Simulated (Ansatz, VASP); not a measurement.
NaCl: VASP beside Ansatz

```
CELL_PARAMETERS angstrom
3.50500 0.00000 0.00000
0.00000 3.50500 0.00000
0.00000 0.00000 3.50500
ATOMIC_POSITIONS crystal
Na 0.00000 0.00000 0.00000
Cl 0.50000 0.50000 0.50000
```

Alike in both runs: functional PBE; k mesh 6 × 6 × 6; occupations gaussian, width 0.02 eV; no spin polarisation.

Ansatz relaxed the structure, and its values are those at the end. VASP's run is a single point on that final structure, the one shown.

|  | VASP | Ansatz |
| --- | --- | --- |
| version | VASP 6.6.1 | Ansatz 0.2.0 |
| potentials or method | VASP PAW PBE potentials, release 64 (Na_pv, Cl) | scalar-relativistic, plane waves, PAW |
| plane-wave cutoff (eV) | 520 | 420 |
| valence electrons in the cell | 14 | 16 |

```tsv
	VASP	Ansatz	Ansatz less VASP
gap on the k mesh at the Fermi level (eV)	3.97	3.97	0.000
least direct gap on the mesh (eV)	4.46	4.46	0.000
pressure (GPa)	0.0	0.0	+0.05
```

The functional is the same, so the differences come from potentials, cutoffs and numerics. The two sets of potentials don't hold the same shells in valence.

A k mesh can miss the band edges. PBE gaps usually lie below the measured ones, often by a third to a half.
